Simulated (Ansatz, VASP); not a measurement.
TiSi2: VASP beside Ansatz

```
CELL_PARAMETERS angstrom
3.39626 0.00000 0.00000
0.00000 3.39626 0.00000
0.00000 0.00000 4.84899
ATOMIC_POSITIONS crystal
Ti 0.00000 0.00000 0.50000
Si 0.50000 0.50000 0.00000
Si 0.00000 0.00000 0.00000
```

Alike in both runs: functional PBE; k mesh 14 × 14 × 10; occupations gaussian, width 0.1 eV; no spin polarisation.

Ansatz relaxed the structure, and its values are those at the end. VASP's run is a single point on that final structure, the one shown.

|  | VASP | Ansatz |
| --- | --- | --- |
| version | VASP 6.6.1 | Ansatz 0.2.0 |
| potentials or method | VASP PAW PBE potentials, release 64 (Ti_sv, Si) | scalar-relativistic, plane waves, PAW |
| plane-wave cutoff (eV) | 520 | 420 |
| valence electrons in the cell | 20 | 20 |

```tsv
	VASP	Ansatz	Ansatz less VASP
gap on the k mesh at the Fermi level (eV)	none	none	-
pressure (GPa)	0.0	0.0	+0.03
```

A gap of «none» marks a metal or a gap that the smearing closes. The functional is the same, so the differences come from potentials, cutoffs and numerics.
